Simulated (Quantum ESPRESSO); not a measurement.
## NiO: zone-centre phonons under several settings

```
Ni O
1.0
     0.00000    2.09131    2.09131
     2.09131    0.00000    2.09131
     2.09131    2.09131    0.00000
Ni O
1 1
Direct
  0.00000 0.00000 0.00000
  0.50000 0.50000 0.50000
```

All runs used Quantum ESPRESSO 7.5; potentials GBRV 1.5 PBE; given cell; collinear spin, ferromagnetic start; cutoff 612 eV; occupations fermi-dirac, width 0.05 eV.

```csv
level,k mesh (s: shifted),pressure (GPa),lowest optical mode without the field (cm⁻¹)
PBE,4 × 4 × 4,0.4,288
PBE,10 × 10 × 10,?,?
PBE,14 × 14 × 14,-3.1,320
```

What stands in the row left open?

Pressure -2.9 GPa; lowest optical mode without the field 324 cm⁻¹.

Caveats: some runs use coarse meshes; the mesh is thin for the phonons of a metal (some runs); a cell with one magnetic atom can't hold antiferromagnetic order, which such compounds often take (some runs); the cell is more than 3 GPa from zero pressure, which shifts response properties (some runs).

For the row left open. Caveat: the mesh is thin for the phonons of a metal.
